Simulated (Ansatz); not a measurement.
KTaO3, DFT, PBE, all-electron LAPW, scalar-relativistic (Ansatz 0.2.0), run on 2 threads of Intel(R) Xeon(R) 6975P-C (Granite Rapids) on a shared host.

The cell comes from COD entry 2102087, which wasn't checked; take it as a given geometry. The listed cell was then made from it by scaling, straining or moving an atom.

Command: `ansatz run input.yaml --threads 2 --pin off --max-ram 6144MiB --backend cpu --events-out ev --progress --plain --runs-dir out`

```yaml
crystal:
  lattice:
    - [3.9883, 0.0199415, 0.0199415]
    - [0.0199415, 3.9883, 0.0199415]
    - [0.0199415, 0.0199415, 3.9883]
  atoms:
    - { symbol: K, position: [0.5, 0.5, 0.5] }
    - { symbol: Ta, position: [0.0, 0.0, 0.0] }
    - { symbol: O, position: [0.5, 0.0, 0.0] }
    - { symbol: O, position: [0.0, 0.5, 0.0] }
    - { symbol: O, position: [0.0, 0.0, 0.5] }
kpoints:
  mp_grid: { grid: [5, 5, 5] }
  band_path:
    path:
      - [0.0, 0.0, 0.0]
      - [0.5, 0.5, 0.5]
      - [0.5098274679, 0.4901725321, 0.5]
      - [0.5, -0.4901725321, 0.4901725321]
      - [0.5, 0.0, 0.0]
      - [0.0, 0.0, 0.0]
      - [0.4950862661, -0.4950862661, 0.0]
      - [0.5049137339, 0.0, 0.4950862661]
      - [0.5, 0.0, 0.5]
    npoints: 5
scf:
  occupations: { method: fermi_dirac, width: 0.01 }
hamiltonian:
  xc: pbe
  pseudopotentials: { kind: all_electron, lapw: { basis_error: 0.0005 } }
output:
  forces: true
  stress: true
  eigenvalues: true
```

(1) How large is the problem that the program sets up?

(2) Estimate the wall time and the peak memory.

Results:

(1) 19 irreducible k-points, 1623 plane waves at Γ, 52 bands.

(2) 19 s of wall time for 10 SCF iterations, with a peak of 0.64 GiB. Times on shared machines scatter by tens of per cent.
